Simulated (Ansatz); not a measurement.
CaO:

```xyz
4
Lattice="-1.6676 1.6676 8.5135 1.6676 -1.6676 8.5135 1.6676 1.6676 -8.5135" Properties=species:S:1:pos:R:3 pbc="T T T"
Ca    0.0000    0.0000   11.5715
Ca    0.0000    0.0000    5.4555
O     0.0000    0.0000   13.9312
O     0.0000    0.0000    3.0957
```

The cell comes from a database or a generator and needn't be the stable form of this composition.

Program: Ansatz 0.2.0. Alike in all runs: task single point; level HSE06 form with a typed share of exact exchange; potentials or basis Ansatz PAW; no spin polarisation; cell as given; k mesh 6 × 6 × 6; cutoff (eV) 420; smearing fermi-dirac 0.05 eV; the mesh is coarse, so values aren't converged.

Q: Order these runs on this cell by their band gap on the k mesh, lowest first.
A. share of exact exchange 0.1
B. share of exact exchange 0.05
C. share of exact exchange 0.4
D. share of exact exchange 0.25
E. share of exact exchange 0.3

A: B (2.32 eV), A (2.55 eV), D (3.28 eV), E (3.53 eV), C (4.04 eV).

Caveats: all runs use coarse meshes.

A k mesh can miss the band edges.
